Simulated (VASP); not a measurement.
# PtSe2 (P-3m1) in VASP: band structure with PBE

Aim: the band structure of PtSe2 with PBE.

Everything below comes from runs of VASP 6.6.1. Logs are shortened: lines on timing, memory, paths and dates and some standing lists are left out, and cuts for length are marked.

## (1) Starting point

Symmetry: P-3m1, No. 164, trigonal system. The conventional cell has a = 3.752 Å, b = 3.752 Å, c = 6.399 Å, α = 90.00°, β = 90.00°, γ = 120.00°. Pt (site symmetry -3m) is surrounded by 6 Se at 2.53 Å. Se (site symmetry 3m) has 3 Pt at 2.53 Å as nearest neighbours.

## (2) Band structure, PBE

File POSCAR:

```
PtSe2                                   
1.0
    3.7518010858     -0.0000000000     -0.0000000000
   -1.8759005428      3.2491550464      0.0000000000
   -0.0000000000      0.0000000000      6.3993560809
  Pt              Se            
     1     2
Direct
     1.0000000000000000    0.0000000000000000    0.0000000000000000
     0.3333333300000021    0.6666666699999979    0.2041197899916160
     0.6666666699999979    0.3333333300000021    0.7958802100083838
```

File INCAR.step1:

```
ALGO     = Fast           # electronic algorithm
EDIFF    = 1E-7           # SCF threshold, eV
ENCUT    = 520            # plane-wave cutoff, eV
GGA      = PE             # functional
ISIF     = 2              # what is computed and relaxed
ISMEAR   = 0              # smearing method
LASPH    = T              # aspherical terms in the spheres
LCHARG   = T              # write CHGCAR
LMAXMIX  = 4              # l up to which the mixer works
LREAL    = F              # projectors in reciprocal space
LWAVE    = F              # write WAVECAR
NBANDS   = 18             # bands
NELM     = 100            # most SCF steps
PREC     = Accurate       # precision mode
SIGMA    = 0.02           # smearing width, eV
```

File KPOINTS.step1:

```
k-points
0
Gamma
  9 9 6
```

File INCAR.step2:

```
ALGO     = Fast           # electronic algorithm
EDIFF    = 1E-7           # SCF threshold, eV
ENCUT    = 520            # plane-wave cutoff, eV
GGA      = PE             # functional
ICHARG   = 11             # starting density
ISIF     = 2              # what is computed and relaxed
ISMEAR   = 0              # smearing method
LASPH    = T              # aspherical terms in the spheres
LCHARG   = F              # write CHGCAR
LMAXMIX  = 4              # l up to which the mixer works
LREAL    = F              # projectors in reciprocal space
LWAVE    = F              # write WAVECAR
NBANDS   = 18             # bands
NELM     = 100            # most SCF steps
PREC     = Accurate       # precision mode
SIGMA    = 0.05           # smearing width, eV
```

File KPOINTS.step2:

```
path GMKGALHA,LM,KH
20
line-mode
reciprocal
 0.0000000000  0.0000000000  0.0000000000  G
 0.5000000000  0.0000000000  0.0000000000  M

 0.5000000000  0.0000000000  0.0000000000  M
 0.3333333333  0.3333333333  0.0000000000  K

 0.3333333333  0.3333333333  0.0000000000  K
 0.0000000000  0.0000000000  0.0000000000  G

 0.0000000000  0.0000000000  0.0000000000  G
 0.0000000000  0.0000000000  0.5000000000  A

 0.0000000000  0.0000000000  0.5000000000  A
 0.5000000000  0.0000000000  0.5000000000  L

 0.5000000000  0.0000000000  0.5000000000  L
 0.3333333333  0.3333333333  0.5000000000  H

 0.3333333333  0.3333333333  0.5000000000  H
 0.0000000000  0.0000000000  0.5000000000  A

 0.5000000000  0.0000000000  0.5000000000  L
 0.5000000000  0.0000000000  0.0000000000  M

 0.3333333333  0.3333333333  0.0000000000  K
 0.3333333333  0.3333333333  0.5000000000  H
```

Potentials or basis: VASP PAW PBE potentials, release 64 (Pt, Se).

Run with:

```sh
$ cat potpaw_PBE.64/Pt/POTCAR potpaw_PBE.64/Se/POTCAR > POTCAR
$ cp INCAR.step1 INCAR
$ cp KPOINTS.step1 KPOINTS
$ mpirun -np 1 vasp_std > vasp.out
$ cp INCAR.step2 INCAR
$ cp KPOINTS.step2 KPOINTS
$ mpirun -np 1 vasp_std > vasp.out
```

OUTCAR:

```text
EDIFF = 1E-7
   ENCUT = 520
   GGA = PE
   ICHARG = 11
   ISIF = 2
   ISMEAR = 0
   LASPH = T
   LREAL = F
   NELM = 100
   PREC = Accurate

 ion  position               nearest neighbor table
   1  0.000  0.000  0.000-   2 2.53   3 2.53   2 2.53   3 2.53   3 2.53   2 2.53
   2  0.333  0.667  0.204-   1 2.53   1 2.53   1 2.53
   3  0.667  0.333  0.796-   1 2.53   1 2.53   1 2.53

  LATTYP: Found a hexagonal cell.
 ALAT       =     3.7518010858
 C/A-ratio  =     1.7056757367

  Lattice vectors:

 A1 = (   3.7518010858,   0.0000000000,   0.0000000000)
 A2 = (  -1.8759005428,   3.2491550464,   0.0000000000)
 A3 = (   0.0000000000,   0.0000000000,   6.3993560809)

Analysis of symmetry for initial positions (statically):
=====================================================================
 Subroutine PRICEL returns:
 Original cell was already a primitive cell.

 Routine SETGRP: Setting up the symmetry group for a
 hexagonal supercell.

 Subroutine GETGRP returns: Found 12 space group operations
 (whereof 12 operations were pure point group operations)
 out of a pool of 24 trial point group operations.

The static configuration has the point symmetry D_3d.

Analysis of symmetry for dynamics (positions and initial velocities):
=====================================================================
 Subroutine PRICEL returns:
 Original cell was already a primitive cell.

 Routine SETGRP: Setting up the symmetry group for a
 hexagonal supercell.

 Subroutine GETGRP returns: Found 12 space group operations
 (whereof 12 operations were pure point group operations)
 out of a pool of 24 trial point group operations.

The dynamic configuration has the point symmetry D_3d.

 Subroutine INISYM returns: Found 12 space group operations
 (whereof 12 operations are pure point group operations),
 and found     1 'primitive' translations

----------------------------------------------------------------------------------------

                                     Primitive cell

  volume of cell :      78.0093

  direct lattice vectors                    reciprocal lattice vectors
     3.751801086  0.000000000  0.000000000     0.266538651  0.153886162  0.000000000
    -1.875900543  3.249155046  0.000000000     0.000000000  0.307772324  0.000000000
     0.000000000  0.000000000  6.399356081     0.000000000  0.000000000  0.156265722

  length of vectors
     3.751801086  3.751801082  6.399356081     0.307772324  0.307772324  0.156265722

  position of ions in fractional coordinates (direct lattice)
     0.000000000  0.000000000  0.000000000
     0.333333330  0.666666670  0.204119790
     0.666666670  0.333333330  0.795880210

  ion indices of the primitive-cell ions
   primitive index   ion index
                 1           1
                 2           2
                 3           3

----------------------------------------------------------------------------------------

 KPOINTS: path GMKGALHA,LM,KH

Interpolating k-points between supplied coordinates.

 Line segments in fractional coordinates (reciprocal lattice):
    0.000000  0.000000  0.000000  ...  0.500000  0.000000  0.000000
    0.500000  0.000000  0.000000  ...  0.333333  0.333333  0.000000
    0.333333  0.333333  0.000000  ...  0.000000  0.000000  0.000000
    0.000000  0.000000  0.000000  ...  0.000000  0.000000  0.500000
    0.000000  0.000000  0.500000  ...  0.500000  0.000000  0.500000
    0.500000  0.000000  0.500000  ...  0.333333  0.333333  0.500000
    0.333333  0.333333  0.500000  ...  0.000000  0.000000  0.500000
    0.500000  0.000000  0.500000  ...  0.500000  0.000000  0.000000
    0.333333  0.333333  0.000000  ...  0.333333  0.333333  0.500000

 Generated    20 points on each line segment, for a total of    180 k-points:

 Following reciprocal coordinates:
            Coordinates               Weight
  0.000000  0.000000  0.000000      0.005556
  0.026316  0.000000  0.000000      0.005556
  0.052632  0.000000  0.000000      0.005556
  0.078947  0.000000  0.000000      0.005556
  0.105263  0.000000  0.000000      0.005556
  0.131579  0.000000  0.000000      0.005556
[... 16 lines left out ...]
  0.482456  0.035088  0.000000      0.005556
  0.473684  0.052632  0.000000      0.005556
 [... further k-points ...]
   k-points           NKPTS =    180   k-points in BZ     NKDIM =    180   number of bands    NBANDS=     18
   number of dos      NEDOS =    301   number of ions     NIONS =      3
   total plane-waves  NPLWV =  37632
   dimension x,y,z NGX =    28 NGY =   28 NGZ =   48
   dimension x,y,z NGXF=    56 NGYF=   56 NGZF=   96
   ions per type =               1   2
   NGX,Y,Z   is equivalent  to a cutoff of  12.41, 12.41, 12.47 a.u.
   NGXF,Y,Z  is equivalent  to a cutoff of  24.81, 24.81, 24.94 a.u.
 SYSTEM =  unknown system
   PREC   = accura    normal or accurate (medium, high low for compatibility)
   ISTART =      0    job   : 0-new  1-cont  2-samecut
   ICHARG =     11    charge: 1-file 2-atom 10-const
   ISPIN  =      1    spin polarized calculation?
   LNONCOLLINEAR =      F non collinear calculations
   LSORBIT =      F    spin-orbit coupling
   LASPH  =      T    aspherical Exc in radial PAW
   ENCUT  =  520.0 eV  38.22 Ry    6.18 a.u.   6.98  6.98 11.90*2*pi/ulx,y,z
   NELM   =    100;   NELMIN=  2; NELMDL=  0     # of ELM steps
   EDIFF  = 0.1E-06   stopping-criterion for ELM
   LREAL  =      F    real-space projection
   EDIFFG = 0.1E-05   stopping-criterion for IOM
   NSW    =      0    number of steps for IOM
   IBRION =     -1    ionic relax: 0-MD 1-quasi-New 2-CG
   NFREE  =      0    steps in history (QN), initial steepest desc. (CG)
   ISIF   =      2    stress and relaxation
   ISYM   =      2    0-nonsym 1-usesym 2-fastsym
   POTIM  = 0.5000    time-step for ionic-motion
   TEBEG  =    0.0;   TEEND  =   0.0 temperature during run
   PSTRESS=    0.0 pullay stress
   NELECT =      22.0000    total number of electrons
   NUPDOWN=      -1.0000    fix difference up-down
   EMIN   =  10.00;   EMAX   =-10.00  energy-range for DOS
   EFERMI =   0.00;   METHOD = LEGACY
   ISMEAR =     0;   SIGMA  =   0.05  broadening in eV -4-tet -1-fermi 0-gaus
   EFERMI_NEDOS =   21; number of points for ismear=-14 and -15
   IALGO  =     68    algorithm
   IMIX   =      4    mixing-type and parameters
     AMIX     =   0.40;   BMIX     =  1.00
     AMIX_MAG =   1.60;   BMIX_MAG =  1.00
  volume/ion in A,a.u.               =      26.00       175.48
  Fermi-wavevector in a.u.,A,eV,Ry     =   1.073578  2.028768 15.681659  1.152569
  Thomas-Fermi vector in A             =   2.209381
   LORBIT       =      0    0 simple, 1 ext, 2 COOP (PROOUT), +10 PAW based schemes
   GGA     = PE    functional components
   LHFCALC =     F    Hartree Fock is set to
   AEXX    =    0.0000 exact exchange contribution
   IVDW    =     0    specifies the selected vdW correction
   LEPSILON=     F    determine dielectric tensor
   LRPA    =     F    only Hartree local field effects (RPA)
 non-spin polarized calculation
 RMM-DIIS sequential band-by-band and
 Gauss-broadening in eV      SIGMA  =   0.05
  energy-cutoff  :      520.00
  volume of cell :       78.01
 maximum number of plane-waves:      2124
 NGX is ok and might be reduce to    28

 number of electron      22.0000000 magnetization

 Free energy of the ion-electron system (eV)
  ---------------------------------------------------
  ext. energy  EPLUGINS =         0.00000000
  ---------------------------------------------------
  free energy    TOTEN  =       -14.23412878 eV

  energy without entropy =      -14.23412878  energy(sigma->0) =      -14.23412878

 E-fermi :   3.4982     XC(G=0):  -9.0900

 val. band max:        3.2597159988   @ k =   0.1053   0.1053   0.0000
 cond. band min:       4.2221097237   @ k =   0.2368   0.0000   0.5000
 fundamental gap:      0.9623937250
 Fermi energy:         3.4982242912

 k-point     1 :       0.0000    0.0000    0.0000
  band No.  band energies     occupation
      1     -11.0107      2.00000
      2      -9.1595      2.00000
      3      -2.2365      2.00000
      4      -2.0864      2.00000
      5      -2.0864      2.00000
      6       0.1515      2.00000
[... 10 lines left out ...]
     17      11.3006      0.00000
     18      12.4948      0.00000

 k-point     2 :       0.0263    0.0000    0.0000
  band No.  band energies     occupation
      1     -11.0035      2.00000
      2      -9.1604      2.00000
      3      -2.2289      2.00000
      4      -2.0862      2.00000
      5      -2.0818      2.00000
      6       0.1420      2.00000
[... 10 lines left out ...]
     17      11.3297      0.00000
     18      12.5241      0.00000

 k-point     3 :       0.0526    0.0000    0.0000
  band No.  band energies     occupation
      1     -10.9818      2.00000
      2      -9.1630      2.00000
      3      -2.2061      2.00000
      4      -2.0855      2.00000
      5      -2.0682      2.00000
      6       0.1126      2.00000
[... 10 lines left out ...]
     17      11.4155      0.00000
     18      12.5933      0.00000

 k-point     4 :       0.0789    0.0000    0.0000
  band No.  band energies     occupation
      1     -10.9459      2.00000
      2      -9.1672      2.00000
      3      -2.1695      2.00000
      4      -2.0826      2.00000
      5      -2.0460      2.00000
      6       0.0610      2.00000
[... 375 lines left out ...]
      4      -1.6169      2.00000
      5      -0.9310      2.00000
      6      -0.6328      2.00000
[... 10 lines left out ...]
     17      12.1491      0.00000
     18      12.6783      0.00000

 k-point    23 :       0.4825    0.0351    0.0000
  band No.  band energies     occupation
      1      -9.5480      2.00000
      2      -9.4128      2.00000
      3      -3.0155      2.00000
      4      -1.6243      2.00000
      5      -0.9294      2.00000
      6      -0.6250      2.00000
[... 10 lines left out ...]
     17      12.1743      0.00000
     18      12.6862      0.00000

 k-point    24 :       0.4737    0.0526    0.0000
  band No.  band energies     occupation
      1      -9.5426      2.00000
      2      -9.4124      2.00000
      3      -3.0008      2.00000
      4      -1.6361      2.00000
      5      -0.9270      2.00000
      6      -0.6127      2.00000
[... 10 lines left out ...]
     17      12.2112      0.00000
     18      12.6969      0.00000

 [... further k-points ...]
[... 5 lines left out ...]
  --------------------------------------------------------------------------------------
  -------------------------------------------------------------------------------------
  Total       -0.3316229     -0.3316229     -0.8396021     -0.0000000      0.0000000     -0.0000000
  in kB       -6.8109631     -6.8109631    -17.2439837     -0.0000000      0.0000000     -0.0000000
  external PRESSURE =     -10.2886366 kB  Pullay stress =       0.0000000 kB

 VOLUME and BASIS-vectors are now :
 -----------------------------------------------------------------------------
  energy-cutoff  :      520.00
  volume of cell :       78.01
      direct lattice vectors                 reciprocal lattice vectors
     3.751801086  0.000000000  0.000000000     0.266538651  0.153886162  0.000000000
    -1.875900543  3.249155046  0.000000000     0.000000000  0.307772324  0.000000000
     0.000000000  0.000000000  6.399356081     0.000000000  0.000000000  0.156265722

 POSITION                                       TOTAL-FORCE (eV/Angst)
 -----------------------------------------------------------------------------------
      0.00000      0.00000      0.00000        -0.000000      0.000000      0.000000
     -0.00000      2.16610      1.30624        -0.000000      0.000000     -0.247543
      1.87590      1.08305      5.09312         0.000000     -0.000000      0.247543
 -----------------------------------------------------------------------------------
    total drift:                                0.000000      0.000000     -0.000000

  FREE ENERGIE OF THE ION-ELECTRON SYSTEM (eV)
  ---------------------------------------------------
  free  energy   TOTEN  =       -14.2341287795 eV

  energy  without entropy=      -14.2341287795  energy(sigma->0) =      -14.23412878
```

Wall time 3 min (1 thread of Intel Xeon Platinum 8488C (Sapphire Rapids), shared host); peak memory 0.36 GiB.

Results:

```yaml
Band_gap_on_the_k_mesh: 0.84 eV, indirect (least direct gap 1.04 eV)
Band_gap_along_the_path: 0.96 eV, indirect (least direct gap 1.39 eV)
```

Levels at the corners of the path, in eV from the valence-band top:
| point | band 9 | band 10 | band 11 | band 12 | band 13 | band 14 |
| --- | --- | --- | --- | --- | --- | --- |
| Γ | -0.33 | -0.33 | -0.22 | 2.55 | 2.55 | 4.14 |
| M | -2.22 | -2.18 | -1.96 | 1.85 | 2.45 | 4.63 |
| M | -2.22 | -2.18 | -1.96 | 1.85 | 2.45 | 4.63 |
| K | -2.39 | -1.21 | -1.21 | 1.20 | 1.20 | 5.25 |
| K | -2.39 | -1.21 | -1.21 | 1.20 | 1.20 | 5.25 |
| Γ | -0.33 | -0.33 | -0.22 | 2.55 | 2.55 | 4.14 |
| Γ | -0.33 | -0.33 | -0.22 | 2.55 | 2.55 | 4.14 |
| A | -1.35 | -0.37 | -0.37 | 2.64 | 2.64 | 5.21 |
| A | -1.35 | -0.37 | -0.37 | 2.64 | 2.64 | 5.21 |
| L | -2.29 | -2.11 | -1.41 | 2.09 | 2.27 | 4.33 |
| L | -2.29 | -2.11 | -1.41 | 2.09 | 2.27 | 4.33 |
| H | -2.60 | -1.37 | -1.37 | 1.73 | 1.73 | 6.26 |
| H | -2.60 | -1.37 | -1.37 | 1.73 | 1.73 | 6.26 |
| A | -1.35 | -0.37 | -0.37 | 2.64 | 2.64 | 5.21 |
| L | -2.29 | -2.11 | -1.41 | 2.09 | 2.27 | 4.33 |
| M | -2.22 | -2.18 | -1.96 | 1.85 | 2.45 | 4.63 |
| K | -2.39 | -1.21 | -1.21 | 1.20 | 1.20 | 5.25 |
| H | -2.60 | -1.37 | -1.37 | 1.73 | 1.73 | 6.26 |

Caveat: the log is that of the step along the path at fixed density, whose energy, stress, charges and moments have no meaning; spin-orbit coupling is left out, which moves the levels of the heavy elements; this functional lacks dispersion, which binds the layers, so the pressure and a relaxed spacing across them are unreliable. A hybrid or GW would open this gap; PBE tends to underestimate it.
